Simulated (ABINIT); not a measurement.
Runs of ABINIT 10.8.3 (patched build) on NiO. The structure is cubic, space group Fm-3m (No. 225). Conventional cell: a = 4.172 Å, b = 4.172 Å, c = 4.172 Å, α = 90.00°, β = 90.00°, γ = 90.00°. Ni (site symmetry m-3m) has 6 O at 2.09 Å as nearest neighbours. O (site symmetry m-3m) is surrounded by 6 Ni at 2.09 Å. 

```csv
task,level,potentials or basis,U,cell,k mesh,cutoff (eV),bands in the sums,broadening (eV),scissor shift (eV),tensor components,double counting (usepawu),mesh quality,gap on the mesh (eV),pressure (GPa),moment (μB),relaxed volume (Å³/atom)
optical spectrum,PBEsol,PseudoDojo NC SR PBEsol v0.4.1 standard,-,as given,"8 × 8 × 8, with 4 shifts",1225,18,0.05,0,[11],-,not flagged,-,-13.2,0.00,-
optical spectrum,LDA,PseudoDojo NC SR LDA v0.4.1 standard,-,as given,"8 × 8 × 8, with 4 shifts",1225,24,0.1,0,[11],-,not flagged,-,(c),0.58,-
Hund's J by linear response,PBE+U,JTH PAW PBE v2.0,Ni d U = 4 eV,as given,6 × 6 × 6,1116,-,-,-,-,1,coarse,none,-1.7,0.00,-
single point,PBEsol,PseudoDojo NC SR PBEsol v0.4.1 standard,-,as given,8 × 8 × 8,1225,-,-,-,-,-,not flagged,none,-6.2,(d),-
single point,LDA,PseudoDojo NC SR LDA v0.4.1 standard,-,as given,8 × 8 × 8,1225,-,-,-,-,-,not flagged,none,-20.4,0.73,-
relaxation of cell and atoms,LDA,PseudoDojo NC SR LDA v0.4 stringent,-,relaxed,8 × 8 × 8,1415,-,-,-,-,-,not flagged,none,0.0,0.00,(a)
relaxation of cell and atoms,PBE,PseudoDojo NC SR PBE v0.4.1 standard,-,relaxed,8 × 8 × 8,1333,-,-,-,-,-,not flagged,none,0.0,0.00,(b)
single point,PBE,PseudoDojo NC SR PBE v0.4.1 standard,-,as given,8 × 8 × 8,1225,-,-,-,-,-,not flagged,none,-2.8,0.00,-
```

Alike in all rows: spin collinear, ferromagnetic start; smearing fermi-dirac 0.05 eV.

Problem. Estimate the missing entries.

Solution. (a) 8.26; (b) 8.99; (c) -20.7; (d) 1.69.

Caveats: some runs use coarse meshes; small starting moments can end in a higher magnetic state in this program (some runs); semilocal functionals often make such compounds metallic where correlation or magnetic order opens a gap, which also shifts bond lengths (some runs); a cell with one magnetic atom can't hold antiferromagnetic order, which such compounds often take (some runs); the intraband (Drude) term is left out (some runs); spectra need much finer meshes, so this one isn't converged (some runs); so large a pressure means that the cell lies far from this level's equilibrium, or that cutoff or potentials fall short (some runs); the shifted atom has its images in every cell, so this scalar value isn't converged in cell size and belongs to these projectors alone (some runs).

A k mesh can miss the band edges.

A gap of «none» marks a metal or a gap under the smearing width.

Not every run made on this cell is shown here.
